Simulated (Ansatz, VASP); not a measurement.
# Sn: VASP beside Ansatz

```
Sn
1.0
    -1.81887    1.81887    1.81887
     1.81887   -1.81887    1.81887
     1.81887    1.81887   -1.81887
Sn
1
Direct
  0.00000 0.00000 0.00000
```

Change from the starting cell: strain -0.040 along x and y, -0.040 along z, atoms carried along.

Alike in both runs: task single point; functional PBEsol; dispersion D3(BJ); k mesh 18 × 18 × 18; occupations gaussian, width 0.15 eV; no spin polarisation.

```csv
,VASP,Ansatz
version,VASP 6.6.1,Ansatz 0.2.0
potentials or method,"VASP PAW PBE potentials, release 64 (Sn_d)","scalar-relativistic, plane waves, PAW"
plane-wave cutoff (eV),520,420
valence electrons in the cell,14,14
```

|  | VASP | Ansatz | Ansatz less VASP |
| --- | --- | --- | --- |
| gap on the k mesh at the Fermi level (eV) | none | none | - |
| pressure (GPa) | 2.6 | 2.6 | +0.02 |

A gap of «none» marks a metal or a gap that the smearing closes.

Caveats: the PAW data sets were made with another functional, which shifts forces and pressure a little (VASP); pairwise dispersion overbinds metals, which lowers pressure and volume.
